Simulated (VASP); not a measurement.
# Os (P6_3/mmc) in VASP: settings compared

Aim: see how the results for Os move with the level of theory and the settings. Levels: RPBE, revPBE, BLYP. Tasks: band structure.

Everything below comes from runs of VASP 6.6.1. Logs are shortened: lines on timing, memory, paths and dates and some standing lists are left out, and cuts for length are marked.

### 1 Starting point

The structure is hexagonal, space group P6_3/mmc (No. 194). Conventional cell: a = 2.734 Å, b = 2.734 Å, c = 4.320 Å, α = 90.00°, β = 90.00°, γ = 120.00°. Os (site symmetry -6m2) is surrounded by 12 Os at 2.68 to 2.73 Å.

### 2 Band structure, RPBE

File POSCAR:

```
Os
1.0
    2.7341000000      0.0000000000      0.0000000000
   -1.3670500000      2.3678000565      0.0000000000
    0.0000000000      0.0000000000      4.3197000000
Os
2
Direct
    0.6666666667      0.3333333333      0.7500000000
    0.3333333333      0.6666666667      0.2500000000
```

File INCAR.step1:

```
PREC = Accurate
ENCUT = 520
EDIFF = 1E-6
ISMEAR = -1
SIGMA = 0.05
LREAL = F
LASPH = T
NELM = 100
ALGO = Normal
ISIF = 2
LWAVE = F
LCHARG = T
LMAXMIX = 4
GGA = RP
```

File KPOINTS.step1:

```
regular mesh
0
Gamma
  11 11 6
```

File INCAR.step2:

```
PREC = Accurate
ENCUT = 520
EDIFF = 1E-6
ISMEAR = 0
SIGMA = 0.05
LREAL = F
LASPH = T
NELM = 100
ALGO = Normal
ISIF = 2
LWAVE = F
LCHARG = F
LMAXMIX = 4
GGA = RP
ICHARG = 11
```

File KPOINTS.step2:

```
path GMKGALHA,LM,KH
20
line-mode
reciprocal
 0.0000000000  0.0000000000  0.0000000000  G
 0.5000000000  0.0000000000  0.0000000000  M

 0.5000000000  0.0000000000  0.0000000000  M
 0.3333333333  0.3333333333  0.0000000000  K

 0.3333333333  0.3333333333  0.0000000000  K
 0.0000000000  0.0000000000  0.0000000000  G

 0.0000000000  0.0000000000  0.0000000000  G
 0.0000000000  0.0000000000  0.5000000000  A

 0.0000000000  0.0000000000  0.5000000000  A
 0.5000000000  0.0000000000  0.5000000000  L

 0.5000000000  0.0000000000  0.5000000000  L
 0.3333333333  0.3333333333  0.5000000000  H

 0.3333333333  0.3333333333  0.5000000000  H
 0.0000000000  0.0000000000  0.5000000000  A

 0.5000000000  0.0000000000  0.5000000000  L
 0.5000000000  0.0000000000  0.0000000000  M

 0.3333333333  0.3333333333  0.0000000000  K
 0.3333333333  0.3333333333  0.5000000000  H
```

Potentials or basis: VASP PAW PBE potentials, release 64 (Os).

Started as:

```bash
cat potpaw_PBE.64/Os/POTCAR > POTCAR
cp INCAR.step1 INCAR
cp KPOINTS.step1 KPOINTS
mpirun -np 1 vasp_std > vasp.out
cp INCAR.step2 INCAR
cp KPOINTS.step2 KPOINTS
mpirun -np 1 vasp_std > vasp.out
```

OUTCAR:

```text
PREC = Accurate
   ENCUT = 520
   EDIFF = 1E-6
   ISMEAR = 0
   LREAL = F
   LASPH = T
   NELM = 100
   ISIF = 2
   GGA = RP
   ICHARG = 11

 ion  position               nearest neighbor table
   1  0.667  0.333  0.750-   2 2.68   2 2.68   2 2.68   2 2.68   2 2.68   2 2.68
   2  0.333  0.667  0.250-   1 2.68   1 2.68   1 2.68   1 2.68   1 2.68   1 2.68

  LATTYP: Found a hexagonal cell.
 ALAT       =     2.7341000000
 C/A-ratio  =     1.5799348963

  Lattice vectors:

 A1 = (   2.7341000000,   0.0000000000,   0.0000000000)
 A2 = (  -1.3670500000,   2.3678000565,   0.0000000000)
 A3 = (   0.0000000000,   0.0000000000,   4.3197000000)

Analysis of symmetry for initial positions (statically):
=====================================================================
 Subroutine PRICEL returns:
 Original cell was already a primitive cell.

 Routine SETGRP: Setting up the symmetry group for a
 hexagonal supercell.

 Subroutine GETGRP returns: Found 24 space group operations
 (whereof 12 operations were pure point group operations)
 out of a pool of 24 trial point group operations.

The static configuration has the point symmetry D_3d.
 The point group associated with its full space group is D_6h.

Analysis of symmetry for dynamics (positions and initial velocities):
=====================================================================
 Subroutine PRICEL returns:
 Original cell was already a primitive cell.

 Routine SETGRP: Setting up the symmetry group for a
 hexagonal supercell.

 Subroutine GETGRP returns: Found 24 space group operations
 (whereof 12 operations were pure point group operations)
 out of a pool of 24 trial point group operations.

The dynamic configuration has the point symmetry D_3d.
 The point group associated with its full space group is D_6h.

 Subroutine INISYM returns: Found 24 space group operations
 (whereof 12 operations are pure point group operations),
 and found     1 'primitive' translations

----------------------------------------------------------------------------------------

                                     Primitive cell

  volume of cell :      27.9649

  direct lattice vectors                    reciprocal lattice vectors
     2.734100000  0.000000000  0.000000000     0.365751070  0.211166479  0.000000000
    -1.367050000  2.367800057  0.000000000     0.000000000  0.422332957  0.000000000
     0.000000000  0.000000000  4.319700000     0.000000000  0.000000000  0.231497558

  length of vectors
     2.734100000  2.734100000  4.319700000     0.422332957  0.422332957  0.231497558

  position of ions in fractional coordinates (direct lattice)
     0.666666667  0.333333333  0.750000000
     0.333333333  0.666666667  0.250000000

  ion indices of the primitive-cell ions
   primitive index   ion index
                 1           1
                 2           2

----------------------------------------------------------------------------------------

 KPOINTS: path GMKGALHA,LM,KH

Interpolating k-points between supplied coordinates.

 Line segments in fractional coordinates (reciprocal lattice):
    0.000000  0.000000  0.000000  ...  0.500000  0.000000  0.000000
    0.500000  0.000000  0.000000  ...  0.333333  0.333333  0.000000
    0.333333  0.333333  0.000000  ...  0.000000  0.000000  0.000000
    0.000000  0.000000  0.000000  ...  0.000000  0.000000  0.500000
    0.000000  0.000000  0.500000  ...  0.500000  0.000000  0.500000
    0.500000  0.000000  0.500000  ...  0.333333  0.333333  0.500000
    0.333333  0.333333  0.500000  ...  0.000000  0.000000  0.500000
    0.500000  0.000000  0.500000  ...  0.500000  0.000000  0.000000
    0.333333  0.333333  0.000000  ...  0.333333  0.333333  0.500000

 Generated    20 points on each line segment, for a total of    180 k-points:

 Following reciprocal coordinates:
            Coordinates               Weight
  0.000000  0.000000  0.000000      0.005556
  0.026316  0.000000  0.000000      0.005556
  0.052632  0.000000  0.000000      0.005556
  0.078947  0.000000  0.000000      0.005556
[... 42 lines left out ...]
  ---------------------------------------------------
  free energy    TOTEN  =       -21.35802815 eV

  energy without entropy =      -21.35702643  energy(sigma->0) =      -21.35752729

 E-fermi :   9.5751     XC(G=0): -14.0320

 val. band max:        9.5645946208   @ k =   0.0000   0.0000   0.0000
 cond. band min:       9.6374141639   @ k =   0.3158   0.0000   0.0000
 fundamental gap:      0.0728195431
 Fermi energy:         9.5751051126

 k-point     1 :       0.0000    0.0000    0.0000
  band No.  band energies     occupation
      1      -1.3876      2.00000
      2       1.7595      2.00000
      3       6.4964      2.00000
      4       6.4964      2.00000
      5       6.7481      2.00000
      6       7.3381      2.00000
      7       7.3381      2.00000
      8       7.9846      2.00000
      9       7.9846      2.00000
     10       9.5646      1.23375
     11      11.2333      0.00000
     12      11.2333      0.00000

 k-point     2 :       0.0263    0.0000    0.0000
  band No.  band energies     occupation
      1      -1.3593      2.00000
      2       1.7849      2.00000
      3       6.4013      2.00000
      4       6.5212      2.00000
      5       6.8353      2.00000
      6       7.3201      2.00000
      7       7.3614      2.00000
      8       7.9538      2.00000
      9       7.9637      2.00000
     10       9.3799      2.00000
     11      11.2480      0.00000
     12      11.4560      0.00000

 k-point     3 :       0.0526    0.0000    0.0000
  band No.  band energies     occupation
      1      -1.2749      2.00000
      2       1.8600      2.00000
      3       6.2287      2.00000
      4       6.5954      2.00000
      5       6.9846      2.00000
      6       7.2691      2.00000
      7       7.4307      2.00000
      8       7.8507      2.00000
      9       7.9031      2.00000
     10       9.0045      2.00000
     11      11.2903      0.00000
     12      11.9566      0.00000
[... 526 lines left out ...]
 k-point    39 :       0.3421    0.3158    0.0000
  band No.  band energies     occupation
      1       3.0136      2.00000
      2       4.0972      2.00000
      3       4.1615      2.00000
      4       4.9295      2.00000
      5       6.0506      2.00000
      6       6.1731      2.00000
      7       8.2086      2.00000
      8      10.9406      0.00000
      9      11.1341      0.00000
     10      11.6110      0.00000
     11      14.9511      0.00000
     12      14.9771      0.00000

 k-point    40 :       0.3333    0.3333    0.0000
  band No.  band energies     occupation
      1       3.0116      2.00000
      2       4.1414      2.00000
      3       4.1414      2.00000
      4       4.9218      2.00000
      5       6.1093      2.00000
      6       6.1093      2.00000
      7       8.2178      2.00000
      8      11.0340      0.00000
      9      11.0340      0.00000
     10      11.6084      0.00000
     11      14.9616      0.00000
     12      14.9617      0.00000

 [... further k-points ...]

------------------------ aborting loop because EDIFF is reached ----------------------------------------

  FORCE on cell =-STRESS in cart. coord.  units (eV):
  Direction    XX          YY          ZZ          XY          YZ          ZX
  --------------------------------------------------------------------------------------
  -------------------------------------------------------------------------------------
  Total        0.9877553      0.9877553      4.6064968      0.0000000      0.0000000     -0.0000000
  in kB       56.5909450     56.5909450    263.9175951      0.0000000      0.0000000     -0.0000000
  external PRESSURE =     125.6998284 kB  Pullay stress =       0.0000000 kB

 VOLUME and BASIS-vectors are now :
 -----------------------------------------------------------------------------
  energy-cutoff  :      520.00
  volume of cell :       27.96
      direct lattice vectors                 reciprocal lattice vectors
     2.734100000  0.000000000  0.000000000     0.365751070  0.211166479  0.000000000
    -1.367050000  2.367800057  0.000000000     0.000000000  0.422332957  0.000000000
     0.000000000  0.000000000  4.319700000     0.000000000  0.000000000  0.231497558

 POSITION                                       TOTAL-FORCE (eV/Angst)
 -----------------------------------------------------------------------------------
      1.36705      0.78927      3.23977        -0.000000      0.000000      0.000000
     -0.00000      1.57853      1.07993         0.000000     -0.000000      0.000000
 -----------------------------------------------------------------------------------
    total drift:                               -0.000000      0.000000     -0.000000

  FREE ENERGIE OF THE ION-ELECTRON SYSTEM (eV)
  ---------------------------------------------------
  free  energy   TOTEN  =       -21.3580281500 eV

  energy  without entropy=      -21.3570264297  energy(sigma->0) =      -21.35752729
```

It took 35 s on 1 thread of Intel Xeon Platinum 8559C (Emerald Rapids), shared host; peak memory 0.17 GiB.

Results:

```
Band gap along the path : none (metal or under the smearing width)
```

Levels at the corners of the path, in eV from the Fermi level:
| point | band 4 | band 5 | band 6 | band 7 | band 8 | band 9 | band 10 | band 11 | band 12 |
| --- | --- | --- | --- | --- | --- | --- | --- | --- | --- |
| Γ | -3.01 | -2.75 | -2.16 | -2.16 | -1.52 | -1.52 | 0.06 | 1.73 | 1.73 |
| M | -3.51 | -2.87 | -2.53 | -1.83 | 2.09 | 2.65 | 2.76 | 4.46 | 5.77 |
| M | -3.51 | -2.87 | -2.53 | -1.83 | 2.09 | 2.65 | 2.76 | 4.46 | 5.77 |
| K | -4.58 | -3.39 | -3.39 | -1.28 | 1.53 | 1.53 | 2.11 | 5.46 | 5.46 |
| K | -4.58 | -3.39 | -3.39 | -1.28 | 1.53 | 1.53 | 2.11 | 5.46 | 5.46 |
| Γ | -3.01 | -2.75 | -2.16 | -2.16 | -1.52 | -1.52 | 0.06 | 1.73 | 1.73 |
| Γ | -3.01 | -2.75 | -2.16 | -2.16 | -1.52 | -1.52 | 0.06 | 1.73 | 1.73 |
| A | -3.53 | -3.20 | -3.20 | -3.20 | -3.20 | 0.94 | 0.94 | 0.94 | 0.94 |
| A | -3.53 | -3.20 | -3.20 | -3.20 | -3.20 | 0.94 | 0.94 | 0.94 | 0.94 |
| L | -5.29 | -1.16 | -1.16 | -0.12 | -0.12 | 2.42 | 2.42 | 3.35 | 3.35 |
| L | -5.29 | -1.16 | -1.16 | -0.12 | -0.12 | 2.42 | 2.42 | 3.35 | 3.35 |
| H | -4.91 | -3.39 | -3.39 | -1.31 | -1.31 | 1.68 | 1.68 | 8.40 | 8.40 |
| H | -4.91 | -3.39 | -3.39 | -1.31 | -1.31 | 1.68 | 1.68 | 8.40 | 8.40 |
| A | -3.53 | -3.20 | -3.20 | -3.20 | -3.20 | 0.94 | 0.94 | 0.94 | 0.94 |
| L | -5.29 | -1.16 | -1.16 | -0.12 | -0.12 | 2.42 | 2.42 | 3.35 | 3.35 |
| M | -3.51 | -2.87 | -2.53 | -1.83 | 2.09 | 2.65 | 2.76 | 4.46 | 5.77 |
| K | -4.58 | -3.39 | -3.39 | -1.28 | 1.53 | 1.53 | 2.11 | 5.46 | 5.46 |
| H | -4.91 | -3.39 | -3.39 | -1.31 | -1.31 | 1.68 | 1.68 | 8.40 | 8.40 |

Caveat: the log is that of the step along the path at fixed density, whose energy, stress, charges and moments have no meaning; the PAW data sets were made with another functional, which shifts forces and pressure a little; spin-orbit coupling is left out, which moves the levels of the heavy elements.

### 3 Band structure, revPBE

File INCAR:

```
ALGO = Fast
EDIFF = 1E-6
ENCUT = 520
GGA = RE
ISIF = 2
ISMEAR = -1
LASPH = T
LCHARG = F
LMAXMIX = 4
LREAL = F
LWAVE = F
NELM = 100
PREC = Accurate
SIGMA = 0.05
```

File KPOINTS:

```
k-points
0
Gamma
  11 11 6
```

POSCAR is that of step 2.

File KPOINTS_OPT:

```
path GMKGALHA,LM,KH
10
line-mode
reciprocal
 0.0000000000  0.0000000000  0.0000000000  G
 0.5000000000  0.0000000000  0.0000000000  M

 0.5000000000  0.0000000000  0.0000000000  M
 0.3333333333  0.3333333333  0.0000000000  K

 0.3333333333  0.3333333333  0.0000000000  K
 0.0000000000  0.0000000000  0.0000000000  G

 0.0000000000  0.0000000000  0.0000000000  G
 0.0000000000  0.0000000000  0.5000000000  A

 0.0000000000  0.0000000000  0.5000000000  A
 0.5000000000  0.0000000000  0.5000000000  L

 0.5000000000  0.0000000000  0.5000000000  L
 0.3333333333  0.3333333333  0.5000000000  H

 0.3333333333  0.3333333333  0.5000000000  H
 0.0000000000  0.0000000000  0.5000000000  A

 0.5000000000  0.0000000000  0.5000000000  L
 0.5000000000  0.0000000000  0.0000000000  M

 0.3333333333  0.3333333333  0.0000000000  K
 0.3333333333  0.3333333333  0.5000000000  H
```

Potentials or basis: VASP PAW PBE potentials, release 64 (Os).

Started as:

```bash
cat potpaw_PBE.64/Os/POTCAR > POTCAR
mpirun -np 1 vasp_std > vasp.out
```

Wall time 32 s (1 thread of Intel Xeon Platinum 8559C (Emerald Rapids), shared host); peak memory 0.15 GiB.

It converged, with:

| Property | Result |
| --- | --- |
| Free energy | -21.4263 eV |
| Pressure | 11.6 GPa |
| Band gap along the path | none (metal or under the smearing width) |

Stress tensor (GPa, compression positive):
```
11.51  0.00  0.00
 0.00 11.51  0.00
 0.00  0.00 11.89
```

Levels at the corners of the path, in eV from the Fermi level:
| point | band 6 | band 7 | band 8 | band 9 | band 10 | band 11 |
| --- | --- | --- | --- | --- | --- | --- |
| Γ | -2.16 | -2.16 | -1.52 | -1.52 | 0.06 | 1.73 |
| M | -2.53 | -1.83 | 2.09 | 2.65 | 2.76 | 4.47 |
| M | -2.53 | -1.83 | 2.09 | 2.65 | 2.76 | 4.47 |
| K | -3.39 | -1.28 | 1.53 | 1.53 | 2.11 | 5.45 |
| K | -3.39 | -1.28 | 1.53 | 1.53 | 2.11 | 5.45 |
| Γ | -2.16 | -2.16 | -1.52 | -1.52 | 0.06 | 1.73 |
| Γ | -2.16 | -2.16 | -1.52 | -1.52 | 0.06 | 1.73 |
| A | -3.20 | -3.20 | -3.20 | 0.94 | 0.94 | 0.94 |
| A | -3.20 | -3.20 | -3.20 | 0.94 | 0.94 | 0.94 |
| L | -1.16 | -0.12 | -0.12 | 2.42 | 2.42 | 3.35 |
| L | -1.16 | -0.12 | -0.12 | 2.42 | 2.42 | 3.35 |
| H | -3.39 | -1.31 | -1.31 | 1.68 | 1.68 | 8.40 |
| H | -3.39 | -1.31 | -1.31 | 1.68 | 1.68 | 8.40 |
| A | -3.20 | -3.20 | -3.20 | 0.94 | 0.94 | 0.94 |
| L | -1.16 | -0.12 | -0.12 | 2.42 | 2.42 | 3.35 |
| M | -2.53 | -1.83 | 2.09 | 2.65 | 2.76 | 4.47 |
| K | -3.39 | -1.28 | 1.53 | 1.53 | 2.11 | 5.45 |
| H | -3.39 | -1.31 | -1.31 | 1.68 | 1.68 | 8.40 |

Caveat: the PAW data sets were made with another functional, which shifts forces and pressure a little; spin-orbit coupling is left out, which moves the levels of the heavy elements.

### 4 Band structure, BLYP

POSCAR is that of step 3.

File INCAR.step1:

```
PREC = Accurate
ENCUT = 520
EDIFF = 1E-7
ISMEAR = -1
SIGMA = 0.05
LREAL = False
LASPH = True
NELM = 100
ALGO = Normal
ISIF = 2
LWAVE = False
LCHARG = True
LMAXMIX = 4
GGA = B5
ALDAX = 1.0
AGGAX = 1.0
AGGAC = 1.0
ALDAC = 0.0
NBANDS = 15
```

File KPOINTS.step1:

```
Automatic mesh
0
Gamma
  11 11 6
```

File INCAR.step2:

```
PREC = Accurate
ENCUT = 520
EDIFF = 1E-7
ISMEAR = 0
SIGMA = 0.05
LREAL = False
LASPH = True
NELM = 100
ALGO = Normal
ISIF = 2
LWAVE = False
LCHARG = False
LMAXMIX = 4
GGA = B5
ALDAX = 1.0
AGGAX = 1.0
AGGAC = 1.0
ALDAC = 0.0
NBANDS = 15
ICHARG = 11
```

KPOINTS.step2: that of step 2 with these lines changed.

```diff
@@ -1,3 +1,3 @@
 path GMKGALHA,LM,KH
-20
+15
 line-mode
```

Started as:

```bash
cat potpaw_PBE.64/Os/POTCAR > POTCAR
cp INCAR.step1 INCAR
cp KPOINTS.step1 KPOINTS
mpirun -np 1 vasp_std > vasp.out
cp INCAR.step2 INCAR
cp KPOINTS.step2 KPOINTS
mpirun -np 1 vasp_std > vasp.out
```

It took 57 s on 1 thread of Intel Xeon Platinum 8559C (Emerald Rapids), shared host; peak memory 0.16 GiB.

Results (log left out):

```
Band gap along the path : none (metal or under the smearing width)
```

Levels at the corners of the path, in eV from the Fermi level:
```csv
point,band 4,band 5,band 6,band 7,band 8,band 9,band 10,band 11,band 12,band 13
Γ,-3.02,-2.78,-2.19,-2.19,-1.54,-1.54,0.40,1.73,1.73,9.19
M,-3.52,-2.66,-2.48,-1.82,2.07,2.63,2.75,4.54,5.87,9.55
M,-3.52,-2.66,-2.48,-1.82,2.07,2.63,2.75,4.54,5.87,9.55
K,-4.46,-3.36,-3.36,-1.27,1.52,1.52,2.10,5.53,5.53,7.33
K,-4.46,-3.36,-3.36,-1.27,1.52,1.52,2.10,5.53,5.53,7.33
Γ,-3.02,-2.78,-2.19,-2.19,-1.54,-1.54,0.40,1.73,1.73,9.19
Γ,-3.02,-2.78,-2.19,-2.19,-1.54,-1.54,0.40,1.73,1.73,9.19
A,-3.47,-3.22,-3.22,-3.22,-3.22,0.92,0.92,0.92,0.92,14.12
A,-3.47,-3.22,-3.22,-3.22,-3.22,0.92,0.92,0.92,0.92,14.12
L,-5.27,-1.17,-1.17,0.08,0.08,2.41,2.41,3.45,3.45,9.26
L,-5.27,-1.17,-1.17,0.08,0.08,2.41,2.41,3.45,3.45,9.26
H,-4.80,-3.28,-3.28,-1.32,-1.32,1.68,1.68,8.58,8.58,9.53
H,-4.80,-3.28,-3.28,-1.32,-1.32,1.68,1.68,8.58,8.58,9.53
A,-3.47,-3.22,-3.22,-3.22,-3.22,0.92,0.92,0.92,0.92,14.12
L,-5.27,-1.17,-1.17,0.08,0.08,2.41,2.41,3.45,3.45,9.26
M,-3.52,-2.66,-2.48,-1.82,2.07,2.63,2.75,4.54,5.87,9.55
K,-4.46,-3.36,-3.36,-1.27,1.52,1.52,2.10,5.53,5.53,7.33
H,-4.80,-3.28,-3.28,-1.32,-1.32,1.68,1.68,8.58,8.58,9.53
```

Caveat: the log is that of the step along the path at fixed density, whose energy, stress, charges and moments have no meaning; the PAW data sets were made with another functional, which shifts forces and pressure a little; spin-orbit coupling is left out, which moves the levels of the heavy elements.

### 5 The reference run

An earlier run on the cell as given: functional PBE; potentials or basis VASP PAW PBE potentials, release 64 (Os); cutoff 520 eV; k mesh 11 × 11 × 6; occupations fermi-dirac, width 0.05 eV; no spin polarisation.

* Pressure: 8.9 GPa
* Band gap on the k mesh: none (metal or under the smearing width)

### 6 Summary

| task | level | pressure (GPa) |
| --- | --- | --- |
| band structure | RPBE | - |
| band structure | revPBE | 11.6 |
| band structure | BLYP | - |
| single point | PBE | 8.9 |

Alike in all rows: potentials or basis VASP PAW PBE potentials, release 64 (Os); no spin polarisation; cell as given; k mesh 11 × 11 × 6; cutoff (eV) 520; smearing fermi-dirac 0.05 eV.

Caveats: the PAW data sets were made with another functional, which shifts forces and pressure a little (some runs); spin-orbit coupling is left out, which moves the levels of the heavy elements (some runs).

Absolute energies hang on the potentials; compare differences alone.
